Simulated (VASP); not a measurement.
Here is a VASP 6.6.1 calculation.

Contents of INCAR:

```
PREC = Accurate
ENCUT = 520
EDIFF = 1E-6
ISMEAR = 0
SIGMA = 0.015
LREAL = False
LASPH = True
NELM = 60
ALGO = Normal
ISIF = 2
LWAVE = False
LCHARG = False
GGA = PE
```

KPOINTS

```
regular mesh
0
Gamma
  6 6 9
```

The input POSCAR:

```
TiO2
1.0
    4.5998373239      0.0000000000      0.0000000000
    0.0000000000      4.5998373239      0.0000000000
    0.0000000000      0.0000000000      2.9592135600
Ti O
2 4
Direct
    0.0000000000      0.0000000000      0.5000000000
    0.5000000000      0.5000000000      0.0000000000
    0.3043213200      0.3043213200      0.5000000000
    0.1956786800      0.8043213200      0.0000000000
    0.8043213200      0.1956786800      0.0000000000
    0.6956786800      0.6956786800      0.5000000000
```

Potentials or basis: VASP PAW PBE potentials, release 64 (Ti_sv, O).

The run is started by

```sh
$ cat potpaw_PBE.64/Ti_sv/POTCAR potpaw_PBE.64/O/POTCAR > POTCAR
$ mpirun -np 1 vasp_std > vasp.out
```

Question: What does it give for the band gap on the k mesh?

Answer: 1.84 eV, direct.

Question: Estimate the pressure.

Answer: 4.9 GPa.

Question: What does it give for the largest force?

Answer: 0.021 eV/Å.

Forces in eV/Å, atoms in the order of the input:
```
Ti   0.000  0.000  0.000
Ti   0.000  0.000  0.000
O   -0.015 -0.015  0.000
O    0.015 -0.015  0.000
O   -0.015  0.015  0.000
O    0.015  0.015  0.000
```

Caveat: an odd mesh through Γ misses points on the zone boundary, where band edges often lie.

The gap isn't set beside the measured one, since this odd mesh misses points on the zone boundary.
